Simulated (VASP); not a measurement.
From VASP inputs to Ansatz: KBr (strained measured structure)

INCAR

```
NBANDS = 15
ISMEAR = 0
LASPH = .TRUE.
NELM = 120
PREC = Accurate
ALGO = Normal
LWAVE = .FALSE.
IBRION = -1
LCHARG = .FALSE.
ENCUT = 520
SIGMA = 0.01
METAGGA = R2SCAN
NSW = 0
ISIF = 2
EDIFF = 1E-7
LREAL = .FALSE.
```

KPOINTS

```
KPOINTS created by Atomic Simulation Environment
0
Gamma
6 6 6
0 0 0
```

KPOINTS_OPT

```
special points
6
Reciprocal
0.0000000000 0.0000000000 0.0000000000 1
0.5000000000 0.0000000000 0.5000000000 1
0.6250000000 0.2500000000 0.6250000000 1
0.3750000000 0.3750000000 0.7500000000 1
0.5000000000 0.5000000000 0.5000000000 1
0.5000000000 0.2500000000 0.7500000000 1
```

POSCAR

```
K  Br
 1.0000000000000000
     0.0000000000000000    3.3024387009999998    3.3024387009999998
     3.4900172191999999    0.0000000000000000    3.3024387009999998
     3.4900172191999999    3.3024387009999998    0.0000000000000000
 K   Br
   1   1
Cartesian
  0.0000000000000000  0.0000000000000000  0.0000000000000000
  3.4900172191999994  3.3024387010000003  3.3024387010000007
```

VASP ran with the recommended PBE PAW datasets (16 valence electrons in the cell).

Task: Write an Ansatz input for this cell and level of theory.

Result: 

```yaml
crystal:
  lattice:
    - [0.0, 3.302438701, 3.302438701]
    - [3.4900172192, 0.0, 3.302438701]
    - [3.4900172192, 3.302438701, 0.0]
  atoms:
    - { symbol: K, position: [0.0, 0.0, 0.0] }
    - { symbol: Br, position: [0.5, 0.5, 0.5] }
kpoints:
  mp_grid: { grid: [6, 6, 6] }
  band_path:
    path:
      - [0.0, 0.0, 0.0]
      - [0.5, 0.0, 0.5]
      - [0.625, 0.25, 0.625]
      - [0.375, 0.375, 0.75]
      - [0.5, 0.5, 0.5]
      - [0.5, 0.25, 0.75]
    npoints: 1
hamiltonian:
  xc: r2scan
scf:
  occupations: { method: fixed }
  n_extra_bands: 4
output:
  forces: true
  stress: true
  eigenvalues: true
  write_density: true
  write_potential: true
  elf: true
  volumetric_format: npy
```

Other inputs would serve too.

```json
{"": "gap between bands v and c", "VASP": "4.91 eV", "Ansatz": "4.91 eV"}
{"": "least direct gap", "VASP": "4.91 eV", "Ansatz": "4.91 eV"}
{"": "pressure", "VASP": "-0.6 GPa", "Ansatz": "-0.6 GPa"}
```

Datasets and cutoffs are each program's own. VASP's cell holds 16 valence electrons and Ansatz's 16. Ansatz's stress includes a Pulay correction; VASP's doesn't.
